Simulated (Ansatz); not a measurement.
SnTe:

```
Te Sn
1.0
     0.00000    3.15085    3.15085
     3.15085    0.00000    3.15085
     3.15085    3.15085    0.00000
Te Sn
1 1
Direct
  0.50000 0.50000 0.50000
  0.00000 0.00000 0.00000
```

Program: Ansatz 0.2.0. Alike in all runs: cell as given; cutoff (eV) 185; basis error allowed 0.001 eV/atom.

Task: Order these runs on this cell by their pressure, lowest first.
A. level BLYP; potentials or basis all-electron LAPW, scalar-relativistic; spin off; k mesh 7 × 7 × 7; smearing fermi-dirac 0.05 eV
B. level PBE; potentials or basis all-electron LAPW, scalar-relativistic; spin off; k mesh 7 × 7 × 7; smearing gaussian 0.021 eV
C. level PBEsol; potentials or basis all-electron LAPW, relativistic spinors; spin SOC, no magnetisation; k mesh 5 × 5 × 5; smearing fermi-dirac 0.05 eV

Result: C (-0.4 GPa), B (2.2 GPa), A (6.1 GPa).

Not every run made on this cell is shown here.
